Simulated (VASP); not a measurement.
A run of VASP 6.6.1:

Contents of INCAR:

```
PREC = Accurate
ENCUT = 400
EDIFF = 1E-6
ISMEAR = 0
SIGMA = 0.03
LREAL = F
LASPH = T
NELM = 60
ALGO = Normal
ISIF = 3
LWAVE = F
LCHARG = F
IBRION = 2
NSW = 60
EDIFFG = -0.003
PSTRESS = 30
```

Contents of KPOINTS:

```
regular mesh
0
Gamma
  9 9 6
```

Contents of POSCAR:

```
Te
1.0
    4.4540000000      0.0000000000      0.0000000000
   -2.2270000000      3.8572771485      0.0000000000
    0.0000000000      0.0000000000      5.9240000000
Te
3
Direct
    0.2690000000      0.0000000000      0.3333333333
    0.0000000000      0.2690000000      0.6666666667
    0.7310000000      0.7310000000      0.0000000000
```

Potentials or basis: VASP PAW LDA potentials, release 64 (Te).

Run with:

```sh
$ cat potpaw_LDA.64/Te/POTCAR > POTCAR
$ mpirun -np 1 vasp_std > vasp.out
```

Hardware: 1 thread of Intel(R) Xeon(R) Platinum 8488C (Sapphire Rapids), with other jobs on the host.

Question: How long does it take, and how much memory?

Answer: It took 6 min on 1 thread of Intel(R) Xeon(R) Platinum 8488C (Sapphire Rapids), on a shared host, peak memory 0.19 GiB. Counts: scf iterations 101, k points 62, ion steps 19.
